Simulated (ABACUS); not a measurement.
Crystal: MgB2.

```
Mg B
1.0
     3.08500    0.00000    0.00000
    -1.54250    2.67169    0.00000
     0.00000    0.00000    3.52300
Mg B
1 2
Cartesian
  0.0000 0.0000 0.0000
  1.5425 0.8906 1.7615
  0.0000 1.7811 1.7615
```

Below is the output of ABACUS 3.10.1 for this cell. Logs are shortened: lines on timing, memory, paths and dates and some standing lists are left out, and cuts for length are marked.

```text
ABACUS v3.10.1

               Atomic-orbital Based Ab-initio Computation at UStc

 ------------------------------------------------------------------------------------

 READING GENERAL INFORMATION
                           global_out_dir = OUT.MgB2/
                           global_in_card = INPUT
                               pseudo_dir = ./
                              orbital_dir =
                                    DSIZE = 4
                                    GSIZE = 1
[... 5 lines left out ...]

 READING ATOM TYPE 1
                               atom label = Mg
                      L=0, number of zeta = 1
                      L=1, number of zeta = 1
                      L=2, number of zeta = 1
             number of atom for this type = 1

 READING ATOM TYPE 2
                               atom label = B
                      L=0, number of zeta = 1
                      L=1, number of zeta = 1
                      L=2, number of zeta = 1
             number of atom for this type = 2

                        TOTAL ATOM NUMBER = 3
DIRECT COORDINATES
    atom                   x                   y                   z     mag                  vx                  vy                  vz
taud_Mg1            0.0000000000        0.0000000000        0.0000000000  0.0000        0.0000000000        0.0000000000        0.0000000000
taud_B1            0.6666666667        0.3333333333        0.5000000000  0.0000        0.0000000000        0.0000000000        0.0000000000
taud_B2            0.3333333333        0.6666666667        0.5000000000  0.0000        0.0000000000        0.0000000000        0.0000000000

                          Volume (Bohr^3) = 195.952
                             Volume (A^3) = 29.0371

 Lattice vectors: (Cartesian coordinate: in unit of a_0)
               +3.085                  +0                  +0
              -1.5425            +2.67169                  +0
                   +0                  +0              +3.523
 Reciprocal vectors: (Cartesian coordinate: in unit of 2 pi/a_0)
            +0.324149           +0.187148                  -0
                   -0           +0.374295                  -0
                   +0                  -0           +0.283849
 The esolver type has been set to : ksdft_pw

[... 307 lines left out ...]
 E_KohnSham     -130.5837348634      -1776.6828602631
 E_KS(sigma->0) -130.5835143294      -1776.6798597450
 E_Harris       -130.5834230670      -1776.6786180562
 E_band         -21.6940512591       -295.1627098273
 E_one_elec     -76.5826190939       -1041.9599874407
 E_Hartree      40.6953548920        553.6887086628
 E_xc           -20.8401055752       -283.5441827446
 E_Ewald        -73.8559240183       -1004.8613977043
 E_entropy(-TS) -0.0004410679        -0.0060010363
 E_descf        0.0000000000         0.0000000000
 E_exx          0.0000000000         0.0000000000
 E_Fermi        0.6778920065         9.2231939176
----------------------------------------------------------

 charge density convergence is achieved
 final etot is -1776.6828603 eV
 EFERMI = 9.2231939176 eV

 STATE ENERGY(eV) AND OCCUPATIONS    NSPIN == 1
 1/18 kpoint (Cartesian) = 0.0000 0.0000 0.0000 (2581 pws)
       1       -66.0767     0.00250000
       2       -32.8571     0.00250000
       3       -32.8571     0.00250000
       4       -32.8372     0.00250000
       5       -3.23103     0.00250000
       6        6.24802     0.00250000
       7        9.54344    4.12662e-06
       8        9.54344    4.12662e-06
       9        10.8479    1.93100e-17
      10        15.4938    8.55689e-58
      11        15.4938    8.55689e-58
      12        17.2528    4.50386e-73
[... 57 lines left out ...]
 6/18 kpoint (Cartesian) = 0.16207 0.28072 0.0000 (2534 pws)
       1       -66.0734     0.00750000
       2       -32.8958     0.00750000
       3       -32.8665     0.00750000
       4       -32.8315     0.00750000
       5       0.658933     0.00750000
       6        1.35985     0.00750000
       7        7.00659     0.00750000
       8        9.40539    0.000191118
       9        12.2567    3.35919e-29
      10        13.0878    2.03107e-36
      11        14.4998    1.10375e-48
      12        16.2723    4.44274e-64

[... levels at 12 further k points ...]

------------------------------------------------------------------------------------------
 TOTAL-FORCE (eV/Angstrom)
------------------------------------------------------------------------------------------
                       Mg1         0.0000000000         0.0000000000         0.0000000000
                        B1         0.0000000000         0.0000000000         0.0000000000
                        B2         0.0000000000         0.0000000000         0.0000000000
------------------------------------------------------------------------------------------

----------------------------------------------------------------
 TOTAL-STRESS (KBAR)
----------------------------------------------------------------
        -9.4462036508         0.0000000000        -0.0000000000
         0.0000000000        -9.4462036506        -0.0000000000
        -0.0000000000         0.0000000000        -7.7870891078
----------------------------------------------------------------
 TOTAL-PRESSURE: -8.893165 KBAR

 --------------------------------------------
 !FINAL_ETOT_IS -1776.6828602631146623 eV
 --------------------------------------------
```

Problem. What input gives this log?

Solution. Single point with PBE, no spin polarisation. The files as run (others can give the same):

INPUT
```
INPUT_PARAMETERS
suffix              MgB2
calculation         scf
basis_type          pw
pseudo_dir          ./
symmetry            1
dft_functional      pbe
ecutwfc             84
pseudo_rcut         10
nspin               1
nbands              12
ks_solver           dav
smearing_method     fd
smearing_sigma      0.00367493
scf_thr             1e-08
scf_nmax            100
mixing_type         broyden
mixing_beta         0.7
cal_force           1
cal_stress          1
kpar                4
```

STRU
```
ATOMIC_SPECIES
Mg 24.3050 Mg.upf
B 10.8100 B.upf

LATTICE_CONSTANT
1.8897261246

LATTICE_VECTORS
3.0850000000 0.0000000000 0.0000000000
-1.5425000000 2.6716883707 0.0000000000
0.0000000000 0.0000000000 3.5230000000

ATOMIC_POSITIONS
Direct

Mg
0.0
1
0.0000000000 0.0000000000 0.0000000000 1 1 1

B
0.0
2
0.6666666667 0.3333333333 0.5000000000 1 1 1
0.3333333333 0.6666666667 0.5000000000 1 1 1
```

KPT
```
K_POINTS
0
Gamma
10 10 8 0 0 0
```

Potentials or basis: PseudoDojo NC SR 0.4.1 PBE standard, plane waves.
Command:
```bash
$ OMP_NUM_THREADS=1 mpirun -np 4 abacus > log
```
